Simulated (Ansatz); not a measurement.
Base run

Ansatz input (lattice in Å, positions in fractions of it)
```yaml
crystal:
  lattice:
    - [0, 3.285, 3.285]
    - [3.285, 0, 3.285]
    - [3.285, 3.285, 0]
  atoms:
    - { symbol: Pb, position: [0, 0, 0] }
    - { symbol: Te, position: [0.5, 0.5, 0.5] }
kpoints:
  mp_grid: { grid: [6, 6, 6] }
hamiltonian:
  xc: pbe
  pseudopotentials:
    kind: all_electron
    nuclear_model: point
    lapw: { basis_error: "0.25 meV" }
scf:
  occupations: { method: fermi_dirac, width: 0.02 }
  convergence: { dr2_threshold: "1e-9 eV" }
  max_iter: 300
output:
  forces: true
  stress: true
  eigenvalues: true
```

Level of theory: Ansatz, PBE, all-electron LAPW, point nucleus.

It gives a pressure of 0.00 GPa, with a gap of 0.83 eV on the mesh.

**Question.** What changes with a first-order correction from the scalar-relativistic equation to Dirac's equation for the inner shells Pb 4p, Pb 4d, Pb 4f, Te 4p, Te 3d and those below them?

**Answer.** The pressure goes up by 0.02 GPa, the gap is unchanged to within 0.01 eV.

A gap read on the mesh is an upper bound of this method's gap, since the mesh can miss a band edge. Spin–orbit coupling is left out; with heavy elements it can shift the gap and split levels by tenths of an eV. Semilocal functionals give gaps that mostly lie well below measured ones.
